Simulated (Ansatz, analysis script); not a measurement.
**Linear Ru chain, spacing 3.025 Å: E(q) by the generalised Bloch theorem**

Aim: the energy of a linear Ru chain, spacing 3.025 Å as its moments wind into spirals of wavevector q.

Calculated with Ansatz 0.2.0; PBE, PAW set soft_1.

Most raw output is cut from this account.

## 1. Starting point

The cell holds 1 atom: 1 Ru. Cell: a = 12.000 Å, b = 12.000 Å, c = 3.025 Å, α = 90.0°, β = 90.0°, γ = 90.0°. An idealised lattice of chosen spacing, in vacuum. Vacuum lies along a and b. The structure's axis is c.

## 2. Starting state

The work starts on two spin channels, which tell the size of the moments.

Input file input.yaml:

```yaml
crystal:
  lattice:
    - [12.0, 0.0, 0.0]
    - [0.0, 12.0, 0.0]
    - [0.0, 0.0, 3.025]
  atoms:
    - { symbol: Ru, position: [0.5, 0.5, 0.0], spin: 1.5 }
magnetization:
  spin_polarized: true
kpoints:
  mp_grid: { grid: [1, 1, 9] }
hamiltonian:
  xc: pbe
  pseudopotentials: { kind: paw, azcp: { folder: soft_1 } }
scf:
  occupations: { method: fermi_dirac, width: 0.1 }
  max_iter: 120
  convergence: { dr2_threshold: 1.0e-08 }
  lower_state_search: "off"
```

Run with:

```sh
$ ansatz run input.yaml --threads 4 --pin off --max-ram 8192MiB --backend cpu --events-out ev --progress --plain --runs-dir out
```

The job ended after 2 s (4 threads of Intel Xeon 6975P-C (Granite Rapids), shared host; peak memory 0.63 GiB).

Spin moment in the atom's sphere by atom:

```
atom  spin moment in the atom's sphere (μB)
 Ru1                                   2.72
```

The run ends ferromagnetic, with a net moment of 3.18 μB a cell. With one Ru atom carrying the moment, parallel order of its images is forced by the cell, not found.

## 3. The same state on a denser mesh

Levels at the Fermi energy are partly filled, so moments and energy differences can hang on the k-mesh, and the state is solved again on a denser one.

input.yaml, the sections that differ from step 2:

```yaml
crystal:
  lattice:
    - [12.0, 0.0, 0.0]
    - [0.0, 12.0, 0.0]
    - [0.0, 0.0, 3.025]
  atoms:
    - { symbol: Ru, position: [0.5, 0.5, 0.0], spin: 2.72 }
kpoints:
  mp_grid: { grid: [1, 1, 35] }
basis:
  ecutwfc: 420.0
checkpoint:
  read: start
  write: ck
  compress: false
  write_wavefunctions: false
  write_every: 100000
# magnetization, hamiltonian, scf: as in step 2
```

Elapsed: 1.8 s, on 4 threads; peak memory 0.76 GiB; 6.2 s of CPU time.

Spin moment in the atom's sphere by atom:

```
atom  spin moment in the atom's sphere (μB)
 Ru1                                   2.77
```

The run ends ferromagnetic, with a net moment of 3.29 μB a cell, against 3.18 μB on the first mesh.

Each spiral starts from these moments, tilted 90° from the rotation axis z (a flat spiral); sizes are free, while the program holds flat spirals in their plane. Spin–orbit coupling is switched off, so the energy does not depend on how the axis lies in the crystal. The folder named start holds the saved collinear state, from which each run begins.

The runs on spinors take the mesh 1×1×36.

## 4. q = (0, 0, 0)

The reference is the same input at q = 0, so that basis and exchange-correlation form match those at other q. Every q is chosen so that q/2 is a mesh vector: every spiral then samples the k-points of q = 0, and much mesh noise cancels.

input.yaml, the sections that differ from step 3:

```yaml
crystal:
  lattice:
    - [12.0, 0.0, 0.0]
    - [0.0, 12.0, 0.0]
    - [0.0, 0.0, 3.025]
  atoms:
    - { symbol: Ru, position: [0.5, 0.5, 0.0], spin: 2.77, spin_axis: [1.0, 0.0, 0.0] }
kpoints:
  mp_grid: { grid: [1, 1, 36] }
magnetization:
  noncollinear: true
  spin_spiral: { q: [0.0, 0.0, 0.0] }
checkpoint:
  read: start
# hamiltonian, scf, basis: as in step 3
```

Run with:

```sh
$ ansatz run input.yaml --threads 2 --pin off --max-ram 4096MiB --backend cpu --events-out ev --progress --plain --runs-dir out
```

It took 11 s on 2 threads; peak memory 1.2 GiB.

The largest moment is 2.77 μB, against 2.77 μB in the collinear run.

## 5. q = (0, 0, 0.056)

Only q changes. The cell stays that of the crystal, since the generalised Bloch theorem carries the rotation from cell to cell.

input.yaml: that of step 4 with these lines changed.

```diff
@@ -21,3 +21,3 @@
   noncollinear: true
-  spin_spiral: { q: [0.0, 0.0, 0.0] }
+  spin_spiral: { q: [0.0, 0.0, 0.05555556] }
 checkpoint:
```

Run time: 19 s. Hardware: 2 threads; peak memory 1.2 GiB.

The energy of the cell lies 2.54 meV above that at q = 0, and the largest moment is 2.77 μB against 2.77 μB.

## 6. q = (0, 0, 0.111)

input.yaml: that of step 5 with these lines changed.

```diff
@@ -21,3 +21,3 @@
   noncollinear: true
-  spin_spiral: { q: [0.0, 0.0, 0.05555556] }
+  spin_spiral: { q: [0.0, 0.0, 0.11111111] }
 checkpoint:
```

Wall time 18 s (2 threads); peak memory 1.2 GiB.

The energy of the cell lies 10.3 meV above that at q = 0, and the largest moment is 2.75 μB against 2.77 μB.

## 7. q = (0, 0, 0.333)

input.yaml: that of step 6 with these lines changed.

```diff
@@ -21,3 +21,3 @@
   noncollinear: true
-  spin_spiral: { q: [0.0, 0.0, 0.11111111] }
+  spin_spiral: { q: [0.0, 0.0, 0.33333333] }
 checkpoint:
```

Run time: 17 s. Hardware: 2 threads; peak memory 1.2 GiB; 34 s of CPU time.

The energy of the cell lies 118 meV above that at q = 0, and the largest moment is 2.64 μB against 2.77 μB.

## 8. q = (0, 0, 0.5)

input.yaml: that of step 7 with these lines changed.

```diff
@@ -21,3 +21,3 @@
   noncollinear: true
-  spin_spiral: { q: [0.0, 0.0, 0.33333333] }
+  spin_spiral: { q: [0.0, 0.0, 0.5] }
 checkpoint:
```

Wall time 16 s (2 threads); peak memory 1.2 GiB.

The energy of the cell lies 175 meV above that at q = 0, and the largest moment is 2.56 μB against 2.77 μB.

The other 5 runs of this kind were made alike; their results stand in the table below.

## 9. Side runs that gave no result

| changed | outcome |
| --- | --- |
| kpoints.KSPACING | refused or stopped by the program |

## 10. E(q)

```
q (reciprocal lattice)  path length (1/Å)  E(q) − E(0) (meV a magnetic atom)  |m| Ru no. 1 (μB)
             (0, 0, 0)              0.000                               0.00               2.77
         (0, 0, 0.056)              0.115                               2.54               2.77
         (0, 0, 0.111)              0.231                              10.30               2.75
         (0, 0, 0.167)              0.346                              25.00               2.72
         (0, 0, 0.222)              0.462                              48.40               2.68
         (0, 0, 0.278)              0.577                              80.81               2.65
         (0, 0, 0.333)              0.692                             117.84               2.64
         (0, 0, 0.389)              0.808                             148.02               2.62
         (0, 0, 0.444)              0.923                             168.76               2.57
           (0, 0, 0.5)              1.039                             175.46               2.56
```

## 11. A spin model

For rigid moments E(q) is a sum of cosines over neighbour shells, so a fit gives the couplings, and from them an ordering temperature.

E = −Σ J e·e over ordered pairs (each pair twice, J > 0 for parallel moments) is fitted to 9 points (copies by symmetry counted).

The fitted shells:

```
 pair  distance (Å)  neighbours a magnetic atom  J (meV)
Ru-Ru         3.025                           2    44.34
Ru-Ru          6.05                           2   -6.013
```

Read from the output:

```yaml
r_m_s_miss_of_the_fit: 1.421 meV
ordering_temperature_mean_field: 593.1 K
wavevector_of_the_mean_field_order: 0, 0, 0 reciprocal lattice
```

## 12. What came out

- lowest point of the path: q = 0
- highest point: 175 meV a magnetic atom
- J of the nearest shell: 44.3 meV
- mean-field temperature: 593 K

What this shows: No spiral that was run lies below the ferromagnetic state at q = 0, and winding the moments costs up to 175 meV a magnetic atom. The moments change by at most 8 % from their size at q = 0, a modest change. The fit misses by 0.81 % of the energy range, so the shells describe the path well, though few points can't fix distant couplings. In a sheet or chain isotropic couplings alone give no order above 0 K (Mermin and Wagner), so the mean-field number is only an energy scale. The temperatures are those of classical unit spins, and mean field runs high. The 10 spiral runs took 2.7 min of wall time, added up. Energies are free energies at a smearing of 0.1 eV, and with partly filled levels differences shift, at times strongly, as the smearing goes to zero. The cell was taken as built, with atoms unrelaxed. In doubt: the program's search for lower states was switched off, so a lower magnetic state than those reached may exist.

[Logs and program files are shortened in this print: banners, set-up blocks, solver, clock and traceback lines can be left out without a mark of their own.]

[Logs are printed without paths, hosts, clocks, repeated set-up lines and the standing remarks that a program may print on its own settings, such as how far it seeks lower states.]

[Hosts, paths, dates, database ids (printed as entryN), source tags and the programs' standing remarks are cut or masked in the printed files.]
